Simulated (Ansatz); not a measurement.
WC: generalised stacking fault

Computed with DFT PBEsol, scalar-relativistic, plane waves, PAW in Ansatz. Cutoff 420 eV, Γ-centred 19×19×7 k-points, Gaussian smearing of 0.15 eV. Spin–orbit coupling is left out, which can shift energies with elements as heavy as these. No spin polarisation. Energies are free energies at this smearing, counted from the undisturbed cell; pressure is positive in compression.

Zero of the scan (relaxed at this level; this rock-salt form isn't the usual structure):

```
W C
1.0
    -2.17269   -2.17269    0.00000
     2.17269   -2.17269    0.00000
     0.00000    0.00000    8.69074
W C
4 4
Direct
  0.50000 0.50000 0.12500
  0.00000 0.00000 0.37500
  0.50000 0.50000 0.62500
  0.00000 0.00000 0.87500
  0.00000 0.00000 0.12500
  0.50000 0.50000 0.37500
  0.00000 0.00000 0.62500
  0.50000 0.50000 0.87500
```

The cut lies on the cell's a–b face, a (0 0 1) plane (indices in the standard cell, whose axes needn't be the Cartesian ones shown) of area 9.44 Å², between layers 2.17 Å apart. Vector c is tilted by f times 1·a − 1·b (length 4.345 Å) with the atoms' Cartesian places fixed: one unrelaxed fault a cell. The cell is metallic on the mesh throughout.

Q: Over the sampled range (0.0000 to 0.5000), is the undisturbed cell the lowest point?

A: Yes, every other sampled point lies higher.

The scan:

```csv
f,γ (mJ/m²)
0.0000,0
0.0833,174
0.1667,1048
0.2500,3127
0.3333,5254
0.4167,6596
0.5000,7028
```

Cost: 7 runs of about 13 core-minutes in all, on Arm Neoverse V2 (shared hosts).